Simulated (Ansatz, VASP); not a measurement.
# SiGeO4 in two plane-wave programs, part 2 of 2

One calculation is typed for both programs; each brings its own data sets. How far apart do they land? The cell is generated by rule, not measured, and may not be a known phase. The cell is taken from a series of runs on this material, whose earlier steps may have relaxed, scaled, displaced or heated it; both programs get it as it stands.

VASP 6.6.1 and Ansatz 0.2.0.

So far. Step 3 (Ansatz: single point, PBEsol, pair 1): The run ends at a pressure of 30.01 GPa, with forces up to 6.1 eV/Å. Step 5 (VASP: single point, PBEsol, pair 2): The run ends at a pressure of 0.26 GPa, with forces up to 0.14 eV/Å.

## Step 6: Ansatz: single point, PBEsol, pair 2

Level of this step: Ansatz beside VASP: Kohn-Sham DFT, plane waves, PBEsol (Ansatz).

The same cell, functional, mesh and smearing now go to Ansatz, which takes its cutoff from its data sets.

The cell is taken from a series of runs on this material, whose earlier steps may have relaxed, scaled, displaced or heated it; both programs get it as it stands.

input.yaml

```yaml
crystal:
  lattice:
    - [0.0, 3.8379174859, 3.8379174859]
    - [3.8379174859, 0.0, 3.8379174859]
    - [3.8379174859, 3.8379174859, 0.0]
  atoms:
    - { symbol: Si, position: [0.0, 0.0, 0.0] }
    - { symbol: Ge, position: [0.25, 0.25, 0.25] }
    - { symbol: O, position: [0.1209006003, 0.1209006003, 0.1209006003] }
    - { symbol: O, position: [0.6372981992, 0.1209006003, 0.1209006003] }
    - { symbol: O, position: [0.1209006003, 0.1209006003, 0.6372981992] }
    - { symbol: O, position: [0.1209006003, 0.6372981992, 0.1209006003] }
kpoints:
  mp_grid: { grid: [4, 4, 4] }
hamiltonian:
  xc: pbesol
  pseudopotentials: { kind: nc, accuracy: standard }
scf:
  occupations: { method: gaussian, width: 0.02 }
output:
  forces: true
  stress: true
  eigenvalues: true
```

The run is started by

```
$ ansatz run input.yaml --threads 8 --pin off --max-ram 14336MiB --backend cpu --events-out ev --progress --plain --runs-dir out
```

Numbers of over 12 decimals in the logs are rounded to 6 here.

Output:

```text
[...]
Crystal: 6 atoms, lattice volume = 113.062 Å³
Basis set: ecut = 1142.878222 eV, 9841 PW (Γ), exchange–correlation on 120×120×120 points (8 copies of the dense FFT grid, shifted against one another)
Bands: 27, of which v1, the nominal top of the filled ones, is band 21 counted from 1 (20 counted from 0)
Symmetry: 24 space group operations
[...]
k-point 0: bands = [... 17 lower, -1.3481, 0.2194, 0.2194, 0.2194, 4.5342, 7.3401, 8.5999, 8.5999, ... 1 higher]
  k-point 1: bands = [... 17 lower, -1.3861, -0.1227, -0.1227, 0.2217, 5.2831, 7.7235, 8.9353, 9.1934, ... 1 higher]
  k-point 2: bands = [... 17 lower, -1.4949, -0.4571, -0.4571, 0.2240, 6.0323, 8.1405, 8.8899, 9.9328, ... 1 higher]
  k-point 7: bands = [... 17 lower, -1.1511, -0.6350, -0.4248, -0.3117, 7.0461, 8.6699, 8.8750, 9.1015, ... 1 higher]
[key lines of the parts left out:]
SCF converged after 8 iterations
Free energy (F): -4340.933746 eV
Fermi energy:    2.379198 eV
P = ⅓ Tr σ = -0.0009 GPa (-0.009 kbar)
```

The run ends at a pressure of 0.00 GPa, with forces up to 2.9e-4 eV/Å.

## Step 7: Differences

The two programs side by side:

| quantity | Ansatz | VASP | difference |
| --- | --- | --- | --- |
| pressure (GPa) | 0.00 | 0.26 | -0.26 |
| gap on the k mesh (eV) | 4.310 | 4.297 | +0.013 |

Forces (eV/Å; atoms numbered as in POSCAR):

| atom | Ansatz x, y, z | VASP x, y, z |
| --- | --- | --- |
| Si1 | 0.000, 0.000, 0.000 | 0.000, 0.000, 0.000 |
| Ge2 | 0.000, 0.000, 0.000 | 0.000, 0.000, 0.000 |
| O3 | 0.000, 0.000, 0.000 | 0.083, 0.083, 0.083 |
| O4 | 0.000, 0.000, 0.000 | 0.083, -0.083, -0.083 |
| O5 | 0.000, 0.000, 0.000 | -0.083, -0.083, 0.083 |
| O6 | 0.000, 0.000, 0.000 | -0.083, 0.083, -0.083 |

The forces differ by 67 meV/Å r.m.s., where the r.m.s. force is 0.000 eV/Å in Ansatz and 0.067 eV/Å in VASP: the atoms lie near their places of rest in Ansatz, so a percentage would say little (all taken over all components). A gap on the mesh is an upper bound, since the band edges may lie between its points.

## Step 8: VASP: single point, PBEsol, pair 3

A single point gives forces, pressure and levels at one fixed geometry, so differences don't come from the geometry; what else differs is listed under the comparison.

INCAR

```
SYSTEM = SiGeO4
PREC = Accurate
ENCUT = 600
EDIFF = 1E-06
NELM = 120
ISMEAR = 0
SIGMA = 0.02
LREAL = .FALSE.
ALGO = Normal
GGA = PS
NBANDS = 27
LORBIT = 11
LWAVE = .FALSE.
LCHARG = .FALSE.
ISIF = 2
LASPH = .TRUE.
GGA_COMPAT = .FALSE.
EFERMI = MIDGAP
KPAR = 2
```

POSCAR

```
SiGeO4
1.0
    0.0000000000      3.8379174859      3.8379174859
    3.8379174859      0.0000000000      3.8379174859
    3.8379174859      3.8379174859      0.0000000000
Si Ge O
1 1 4
Direct
    0.0000000000      0.0000000000      0.0000000000
    0.2500000000      0.2500000000      0.2500000000
    0.1209006003      0.1135309079      0.1282702927
    0.6372981992      0.1282702927      0.1135309079
    0.1282702927      0.1209006003      0.6372981992
    0.1135309079      0.6372981992      0.1209006003
```

KPOINTS

```
Automatic mesh
0
Gamma
4 4 4
0 0 0
```

The projector-augmented-wave data sets are Si, Ge_d and O (PBE family, release 64).

The run is started by

```
$ mpirun -np 2 vasp_std
```

Output:

```text
[... set-up lines as in an earlier step ...]
 entering main loop
       N       E                     dE             d eps       ncg     rms          rms(c)
DAV:   1     0.468667072161E+03    0.46867E+03   -0.22745E+04   956   0.273E+03
DAV:   2     0.131850279943E+02   -0.45548E+03   -0.43992E+03   960   0.803E+02
DAV:   3    -0.479060940446E+02   -0.61091E+02   -0.60848E+02   829   0.181E+02
DAV:   4    -0.511489383543E+02   -0.32428E+01   -0.32372E+01  1021   0.514E+01
[...]
DAV:  12    -0.445743042879E+02   -0.25204E-03   -0.23846E-04   916   0.173E-01    0.180E-02
DAV:  13    -0.445743126657E+02   -0.83778E-05   -0.19590E-05   936   0.410E-02    0.165E-02
DAV:  14    -0.445743126592E+02    0.65411E-08   -0.94697E-06   734   0.273E-02
   1 F= -.44574313E+02 E0= -.44574313E+02  d E =0.000000E+00
```

Parts of OUTCAR (step 8):

```text
  Total        0.1169908      0.1149411      0.1149411      0.0000000     -0.0000004     -0.0000000
  in kB        1.6578502      1.6288046      1.6288046      0.0000000     -0.0000059     -0.0000000
  external PRESSURE =       1.6384865 kB  Pullay stress =       0.0000000 kB

 POSITION                                       TOTAL-FORCE (eV/Angst)
 -----------------------------------------------------------------------------------
      0.00000      0.00000      0.00000         0.000000      0.000000     -0.000000
      1.91896      1.91896      1.91896         0.000000      0.000000     -0.000000
      0.92801      0.95630      0.89973         0.080118      0.106471      0.053214
      0.92801      2.88162      2.93819         0.080118     -0.106471     -0.053214
      2.90990      2.93819      0.95630        -0.080118     -0.053214      0.106471
      2.90990      0.89973      2.88162        -0.080118      0.053214     -0.106471
 -----------------------------------------------------------------------------------
    total drift:                                0.000001      0.000001     -0.000003

  FREE ENERGIE OF THE ION-ELECTRON SYSTEM (eV)
  ---------------------------------------------------
  free  energy   TOTEN  =       -44.5743126592 eV

  energy  without entropy=      -44.5743126592  energy(sigma->0) =      -44.57431266

[... 1 part as in an earlier step ...]

[... 2 further parts left out ...]
[key lines of the parts left out:]
E-fermi :   0.5803
```

The run ends at a pressure of 0.16 GPa, with forces up to 0.14 eV/Å.

## Step 9: Ansatz: single point, PBEsol, pair 3

The same cell, functional, mesh and smearing now go to Ansatz, which takes its cutoff from its data sets.

The cell is taken from a series of runs on this material, whose earlier steps may have relaxed, scaled, displaced or heated it; both programs get it as it stands.

input.yaml, the sections that differ from step 6:

```yaml
crystal:
  lattice:
    - [0.0, 3.8379174859, 3.8379174859]
    - [3.8379174859, 0.0, 3.8379174859]
    - [3.8379174859, 3.8379174859, 0.0]
  atoms:
    - { symbol: Si, position: [0.0, 0.0, 0.0] }
    - { symbol: Ge, position: [0.25, 0.25, 0.25] }
    - { symbol: O, position: [0.1209006003, 0.1135309079, 0.1282702927] }
    - { symbol: O, position: [0.6372981992, 0.1282702927, 0.1135309079] }
    - { symbol: O, position: [0.1282702927, 0.1209006003, 0.6372981992] }
    - { symbol: O, position: [0.1135309079, 0.6372981992, 0.1209006003] }
# kpoints, hamiltonian, scf, output: as in step 6
```

The run is started by

```
$ ansatz run input.yaml --threads 8 --pin off --max-ram 14336MiB --backend cpu --events-out ev --progress --plain --runs-dir out
```

Output:

```text
[...]
Crystal: 6 atoms, lattice volume = 113.062 Å³
Basis set: ecut = 1142.878222 eV, 9841 PW (Γ), exchange–correlation on 120×120×120 points (8 copies of the dense FFT grid, shifted against one another)
Bands: 27, of which v1, the nominal top of the filled ones, is band 21 counted from 1 (20 counted from 0)
Symmetry: 4 space group operations
[...]
k-point 0: bands = [... 17 lower, -1.3465, 0.2106, 0.2170, 0.2170, 4.5279, 7.3461, 8.5939, 8.6037, ... 1 higher]
  k-point 1: bands = [... 17 lower, -1.3839, -0.1357, -0.1136, 0.2179, 5.2759, 7.7248, 8.9273, 9.1688, ... 1 higher]
  k-point 2: bands = [... 17 lower, -1.4903, -0.4659, -0.4483, 0.2204, 6.0244, 8.1410, 8.8930, 9.9090, ... 1 higher]
  k-point 13: bands = [... 17 lower, -1.1498, -0.6342, -0.4238, -0.3114, 7.0340, 8.6701, 8.8650, 9.1017, ... 1 higher]
[key lines of the parts left out:]
SCF converged after 8 iterations
Free energy (F): -4340.936631 eV
Fermi energy:    2.374220 eV
P = ⅓ Tr σ = -0.0937 GPa (-0.937 kbar)
```

The run ends at a pressure of -0.09 GPa, with forces up to 0.036 eV/Å.

## Step 10: Comparison

The two programs side by side:

| quantity | Ansatz | VASP | difference |
| --- | --- | --- | --- |
| pressure (GPa) | -0.09 | 0.16 | -0.26 |
| gap on the k mesh (eV) | 4.308 | 4.295 | +0.013 |

Forces (eV/Å; atoms numbered as in POSCAR):

| atom | Ansatz x, y, z | VASP x, y, z |
| --- | --- | --- |
| Si1 | 0.000, 0.000, 0.000 | 0.000, 0.000, 0.000 |
| Ge2 | 0.000, 0.000, 0.000 | 0.000, 0.000, 0.000 |
| O3 | -0.002, 0.023, -0.028 | 0.080, 0.106, 0.053 |
| O4 | -0.002, -0.023, 0.028 | 0.080, -0.106, -0.053 |
| O5 | 0.002, 0.028, 0.023 | -0.080, -0.053, 0.106 |
| O6 | 0.002, -0.028, -0.023 | -0.080, 0.053, -0.106 |

The forces differ by 67 meV/Å r.m.s., where the r.m.s. force is 0.017 eV/Å in Ansatz and 0.068 eV/Å in VASP: the atoms lie near their places of rest in Ansatz, so a percentage would say little (all taken over all components). A gap on the mesh is an upper bound, since the band edges may lie between its points.

## Step 11: Outcome

```
r.m.s. force difference (single point, PBEsol, pair 1)         : 5.3 % of the r.m.s. force
difference in gap on the k mesh (single point, PBEsol, pair 1) : 0.056 eV
r.m.s. force difference (single point, PBEsol, pair 2)         : 67 meV/Å
r.m.s. force difference (single point, PBEsol, pair 3)         : 67 meV/Å
```

The r.m.s. force difference is 67 meV/Å (single point, PBEsol, pair 2), beyond the 12 meV/Å picked in this series as the mark of a large difference. What causes the difference of the single point, PBEsol, pair 1 pair stays open here. What causes the difference of the single point, PBEsol, pair 2 pair stays open here. What causes the difference of the single point, PBEsol, pair 3 pair stays open here. 5 further runs of this series are not shown here. How closely two codes agree says nothing of how well the functional describes the real material.

[Lines on the potential files, build, host, timing and source positions are cut from VASP's logs without a mark.]

[Logs are printed without paths, hosts, clocks, repeated set-up lines and the standing remarks that a program may print on its own settings, such as how far it seeks lower states.]

[Hosts, paths, dates, database ids (printed as entryN), source tags and the programs' standing remarks are cut or masked in the printed files.]
